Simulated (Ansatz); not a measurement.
Crystal: As.

```xyz
2
Lattice="1.8808 1.0859 3.5141 -1.8808 1.0859 3.5141 0.0000 -2.1718 3.5141" Properties=species:S:1:pos:R:3 pbc="T T T"
As    0.0000    0.0000    2.3825
As    0.0000    0.0000    8.1597
```

```yaml
Program: Ansatz 0.2.0
Task: relaxation of cell and atoms
Functional: revPBE
Dispersion: D4
Potentials_or_basis: Ansatz PAW
Cutoff: "420 eV (not typed: the program's choice for these potentials)"
k_mesh: 9 × 9 × 9
Occupations: fermi-dirac, width 0.05 eV
Spin: no spin polarisation
```

At the start: volume 21.53 Å³/atom.

Question: Where does the relaxation end?

Answer: It ends after 7 steps and the volume is 20.27 Å³/atom (-5.9 %); space group R-3m (No. 166, to 0.05 Å).

Step by step:
```csv
step,energy change (eV),largest force (eV/Å),volume (Å³)
1,0.0000,0.4585,43.06
2,-0.0128,0.2689,39.13
3,-0.0142,0.4670,41.46
4,-0.0415,0.1160,40.53
5,-0.0425,0.0172,40.52
6,-0.0425,0.0005,40.53
7,-0.0422,0.0004,40.53
```

Final structure:
```
CELL_PARAMETERS angstrom
1.88285 1.08707 3.30060
-1.88285 1.08707 3.30060
0.00000 -2.17413 3.30060
ATOMIC_POSITIONS crystal
As 0.23164 0.23164 0.23164
As 0.76836 0.76836 0.76836
```

Caveat: the plane-wave basis is chosen anew once the cell has moved, so the energies of steps on either side of that aren't comparable; the PAW data sets come from PBE, with cores solved anew for the run's functional, which leaves a small shift of forces and pressure.
